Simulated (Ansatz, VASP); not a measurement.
# SiC (Moissanite) in two plane-wave programs, part 2 of 2

One calculation is typed for both programs; each brings its own data sets and cutoff. How far apart do they land? The cell is taken from a series of VASP runs on this material, whose earlier steps may have relaxed, scaled or displaced it; both programs get it as it stands.

VASP 6.6.1 and Ansatz 0.2.0.

So far: The starting structure; VASP: relaxation of cell and atoms, LDA.

**3. Ansatz: relaxation of cell and atoms, LDA**

Level of this step: Ansatz beside VASP: Kohn-Sham DFT, plane waves, LDA (Ansatz).

Ansatz runs on its default PAW (the set named soft_2) files.

The same cell, functional (in two slightly different forms), mesh and smearing now go to Ansatz, which takes its cutoff from its data sets.

input.yaml

```yaml
crystal:
  lattice:
    - [3.076, 0.0, 0.0]
    - [-1.538, 2.663894142, 0.0]
    - [0.0, 0.0, 5.048]
  atoms:
    - { symbol: Si, position: [0.6666666667, 0.3333333333, 0.5] }
    - { symbol: Si, position: [0.3333333333, 0.6666666667, 0.0] }
    - { symbol: C, position: [0.6666666667, 0.3333333333, 0.885] }
    - { symbol: C, position: [0.3333333333, 0.6666666667, 0.385] }
hamiltonian:
  xc: lda
  pseudopotentials: { kind: paw }
kpoints:
  mp_grid: { grid: [8, 8, 4] }
scf:
  occupations: { method: gaussian, width: 0.03 }
relax:
  f_tol: 0.01
  max_steps: 60
  cell: { stress_tol: 0.05 }
output:
  forces: true
  stress: true
```

Started as:

```bash
ansatz run input.yaml --threads 4 --pin off --max-ram 9216MiB --backend cpu --events-out ev --progress --plain --runs-dir out
```

Numbers of over 12 decimals in the logs are rounded to 6 here.

What it wrote:

```text
Engine: ansatz 0.2.0, aarch64-unknown-linux-gnu
Pseudopotentials: kind: paw
Pseudopotential: Si, paw, valence charge 4, recommended cutoff 420 eV (normal), Si.paw.azcp
Pseudopotential: C, paw, valence charge 4, recommended cutoff 420 eV (normal), C.paw.azcp
Functional definition: SPW92
  exchange = slater_x
  correlation = pw_c
Crystal: 4 atoms, lattice volume = 41.364 Å³
Basis set: ecut = 420 eV, 785 PW (Γ)
Bands: 12, of which v1, the nominal top of the filled ones, is band 8 counted from 1 (7 counted from 0)
Symmetry: 12 space group operations
Space group: P63mc (ITA 186), of the structure as read, at distance tolerance 3.5e-5 Å
k-points: 30 of 256 (time reversal used)
Non-local potential: Si, projectors of the file, l = 0: 2, l = 1: 2, l = 2: 2
Non-local potential: C, projectors of the file, l = 0: 2, l = 1: 2, l = 2: 1
PAW form: soft (Blöchl's): semilocal exchange-correlation on the pseudo side does not see the compensation charge
PAW frozen core: Si, regenerated for the run's functional, and the local potential with it (the file was generated under x = pbe(κ = 0.804, μ = 0.219515), c = pbe(β = 0.066725))
PAW frozen core: C, regenerated for the run's functional, and the local potential with it (the file was generated under x = pbe(κ = 0.804, μ = 0.219515), c = pbe(β = 0.066725))
PAW one-centre angular grid: Si, 110 points (default); XC on 64 Gauss nodes
PAW one-centre angular grid: C, 110 points (default); XC on 64 Gauss nodes
Initial density: superposition of atomic densities (neutral atoms: chi_scale 0, normalization atom), corrected by the library's trained network
Initial wavefunctions: pseudopotential atomic-orbital guess
Functional: x = slater, c = lda
SCF iter   1: F=—  HF=-1704.354088 eV  |F-HF|=—  |Δ(HF+E_count)|=         —  Δρ=7.69e-3  dr2=2.60e-2  ethr=1.77e-3  ⟨swp⟩=5.5  Hψ=2450  notcnv=0
preconditioner: auto → none  [insulator: Δε(μ)=2.388 eV  Ē_g=11.770 eV  σ=0.030 eV  W_gap=1.00  n_scr=2 (ndim 8)  ℏωp=23.1 eV  f_vac=0.000  D(μ)=0.00/eV (n_scr^D=0)  ε∞_Penn≈4.9]
SCF iter   2: F=—  HF=-1704.347009 eV  |F-HF|=—  |Δ(HF+E_count)|=   7.08e-3  Δρ=3.47e-3  dr2=2.37e-3  ethr=1.63e-4  ⟨swp⟩=2.8  Hψ=921  notcnv=0
SCF iter   3: F=—  HF=-1704.346373 eV  |F-HF|=—  |Δ(HF+E_count)|=   6.36e-4  Δρ=1.42e-3  dr2=3.54e-4  ethr=1.48e-5  ⟨swp⟩=2.5  Hψ=579  notcnv=0
SCF iter   4: F=—  HF=-1704.346283 eV  |F-HF|=—  |Δ(HF+E_count)|=   8.98e-5  Δρ=2.99e-4  dr2=1.62e-5  ethr=2.22e-6  ⟨swp⟩=1.0  Hψ=360  notcnv=0
SCF iter   5: F=—  HF=-1704.346276 eV  |F-HF|=—  |Δ(HF+E_count)|=   6.64e-6  Δρ=2.42e-5  dr2=1.13e-7  ethr=1.01e-7  ⟨swp⟩=2.0  Hψ=573  notcnv=0
SCF iter   6: F=-1704.346276 eV  HF=-1704.346276 eV  |F-HF|=3.03e-10  |Δ(HF+E_count)|=   2.75e-9  Δρ=2.78e-6  dr2=1.37e-9  ethr=6.25e-10  ⟨swp⟩=4.0  Hψ=1194  notcnv=0
SCF 1 converged in 6 iterations: F = -1704.346276 eV  dr2 = 1.37e-9
  greatest PAW one-centre occupation: 0.638 electrons in one spin orbital (limit 2), on the C atom at site 3 (counted from 0), in its partial waves of l = 0
relax step   1: F+E_penalty+E_count = -1704.34627637 eV  Δ(F+E_penalty+E_count) = +0.000e0 eV  max|allowed force component| = 7.305e-1 eV/Å  Δτ_max = 0.0000 Å  P = -3.984 GPa  Ω = 41.364 Å³  (6 SCF iters, dr2 threshold 1.00e-7 eV, accepted)
[... from here on, the SCF cycles and remarks between the steps are left out ...]
relax step   2: F+E_penalty+E_count = -1704.37596579 eV  Δ(F+E_penalty+E_count) = -2.969e-2 eV  max|allowed force component| = 4.330e-1 eV/Å  Δτ_max = 0.0124 Å  P = -1.815 GPa  Ω = 40.949 Å³  energy of the carried Pulay correction = +1.023e-3 eV  (5 SCF iters, dr2 threshold 4.00e-7 eV, accepted)
relax step   3: F+E_penalty+E_count = -1704.38954972 eV  Δ(F+E_penalty+E_count) = -1.358e-2 eV  max|allowed force component| = 1.627e-1 eV/Å  Δτ_max = 0.0129 Å  P = +1.221 GPa  Ω = 40.380 Å³  energy of the carried Pulay correction = +2.441e-3 eV  (5 SCF iters, dr2 threshold 4.00e-7 eV, accepted)
relax step   4: F+E_penalty+E_count = -1704.39351920 eV  Δ(F+E_penalty+E_count) = -3.969e-3 eV  max|allowed force component| = 1.996e-3 eV/Å  Δτ_max = 0.0023 Å  P = +0.039 GPa  Ω = 40.583 Å³  energy of the carried Pulay correction = +1.934e-3 eV  (4 SCF iters, dr2 threshold 4.00e-7 eV, accepted)
relax step   5: F+E_penalty+E_count = -1704.39350283 eV  Δ(F+E_penalty+E_count) = +1.637e-5 eV  max|allowed force component| = 6.044e-4 eV/Å  Δτ_max = 0.0001 Å  P = -0.005 GPa  Ω = 40.591 Å³  energy of the carried Pulay correction = +1.914e-3 eV  (4 SCF iters, dr2 threshold 2.71e-8 eV, accepted)
relax step   6: F+E_penalty+E_count = -1704.39188453 eV  Δ(F+E_penalty+E_count) = +1.618e-3 eV  max|allowed force component| = 6.145e-4 eV/Å  Δτ_max = 0.0000 Å  P = -0.069 GPa  Ω = 40.591 Å³  stress off target by 7.91e-2 GPa  SCF on the basis re-selected at this cell (its energy is not comparable with the rows above)  (5 SCF iters)
relax step   7: F+E_penalty+E_count = -1704.39191764 eV  Δ(F+E_penalty+E_count) = -3.311e-5 eV  max|allowed force component| = 6.963e-5 eV/Å  Δτ_max = 0.0000 Å  P = +0.001 GPa  Ω = 40.578 Å³  energy of the carried Pulay correction = +3.043e-5 eV  (3 SCF iters, dr2 threshold 1.56e-8 eV, accepted)
relax step   8: F+E_penalty+E_count = -1704.39188570 eV  Δ(F+E_penalty+E_count) = +3.194e-5 eV  max|allowed force component| = 8.587e-5 eV/Å  Δτ_max = 0.0000 Å  P = +0.001 GPa  Ω = 40.578 Å³  stress off target by 1.32e-3 GPa  SCF on the basis re-selected at this cell (its energy is not comparable with the rows above)  (3 SCF iters)
basis re-selected at this cell: Δ(F+E_penalty+E_count) = +3.194e-5 eV, ΔP = -0.000 GPa vs the last step (what re-selecting the basis moved, of the pressure what is left beyond the Pulay correction that the steps carried, after the strain that the cell walked since its last selection, with what the two solves' SCF thresholds leave and, on support functions, any second-order correction that the steps lacked; it is no m [...]
SCF converged after 3 iterations
Free energy (F): -1704.391886 eV
Harris-Foulkes:  -1704.391886 eV  (|F-HF|=6.82e-13)
Internal energy: -1704.391886 eV  (E = F + TS)
E sigma→0 (E₀):  -1704.391886 eV
Fermi energy:    10.835526 eV
--- Per-component energies (eV) ---
  E_band       = 57.311632
  E_kinetic    = 273.704416
  E_local      = -211.954239  (includes V_loc(G=0)·N_el)
  E_nonlocal   = 108.323111
  E_hartree    = 64.085198
  E_xc         = -210.217116
  E_vxc        = -219.762999  (∫ρ·V_xc dr)
  E_paw        = -1156.145769  (= ΣΔE_a)
  E_vpaw       = -21.169108  (= ΣTr[D̂ρ^β])
  E_aug_tail   = 0.000030  (compensation charges beyond the density's cutoff)
  E_ewald      = -572.481844
  E_core_change = 0.294326  (= ΣΔE_core)
  E_smearing   = -0.000000  (= −TS)
  E_closure    = 0.000000  (closes the sum)
  Σ components = -1704.391886   (vs F -1704.391886, Δ=0.00e0)
--- Forces (eV/Å), atoms counted from 1 ---
  atom   1  Si     0.00000000    -0.00000000    -0.00008813
  atom   2  Si     0.00000000     0.00000000    -0.00008813
  atom   3  C      0.00000000    -0.00000000     0.00008360
  atom   4  C      0.00000000     0.00000000     0.00008360
  max |Σ_I F_I| component: 9.04e-6 eV/Å
--- Stress (GPa, compression-positive) ---
        0.001322      -0.000000      -0.000000
        0.000000       0.001322       0.000000
       -0.000000       0.000000      -0.000174
  P = ⅓ Tr σ = 0.0008 GPa (0.008 kbar)
--- Relaxed structure (6 steps of the walk, 6 accepted, 2 SCFs on fresh bases) ---
  F+E_penalty+E_count = -1704.39188570 eV   max|allowed force component| = 8.587e-5 eV/Å   (the final SCF, on the basis selected at the relaxed cell)
  cell:  # Å, volume = 40.5782 Å³
    - [3.056471, 0.0, 0]
    - [-1.528235, 2.646981, 0]
    - [0, 0, 5.015588]
  atoms:
    - { symbol: Si, position: [0.666667, 0.333333, 0.504578] }
    - { symbol: Si, position: [0.333333, 0.666667, 0.00457838] }
    - { symbol: C, position: [0.666667, 0.333333, 0.880422] }
    - { symbol: C, position: [0.333333, 0.666667, 0.380422] }
```

It took 3.3 s on 4 threads of Arm Neoverse V2, shared host; peak memory 0.31 GiB.

**4. Comparison**

Known differences besides the potentials themselves: the two LDA forms differ slightly; both relaxations stop at a tolerance, which leaves soft axes loose, and VASP keeps its plane-wave basis; the cutoff is 420 eV in Ansatz and 520 eV in VASP; VASP's log shows a relativistic correction to its local exchange, Ansatz's none; Ansatz adds a Pulay correction to the stress that steers its cell, VASP none. Total energies have different zeros and are not compared.

Both answers:

```
                                         quantity  Ansatz   VASP  difference
                                      volume (Å³)   40.58  40.65     -0.18 %
edge a after relaxation, in the typed setting (Å)   3.057  3.058     -0.06 %
edge c after relaxation, in the typed setting (Å)   5.016  5.019     -0.06 %
```

The walks stopped with 0.00 GPa left in Ansatz and 0.00 GPa in VASP; each walk ends within a tolerance, so the volume difference is uncertain by about these residues over the bulk modulus, most in soft cells.

**5. Summary of results**

- difference in volume (relaxation of cell and atoms, LDA): -0.18 %

**Reading.** The difference in volume is -0.18 % (relaxation of cell and atoms, LDA), within the 1.2 % picked in this series as the mark of a large difference, as far as the stopping tolerances let one tell. How closely two codes agree says nothing of how well the functional describes the real material.

[Lines on the potential files, build, host, timing and source positions are cut from VASP's logs without a mark.]

[Logs are printed without paths, hosts, clocks, repeated set-up lines and the standing remarks that a program may print on its own settings, such as how far it seeks lower states.]

[Hosts, paths, dates, database ids (printed as entryN), source tags and the programs' standing remarks are cut or masked in the printed files.]
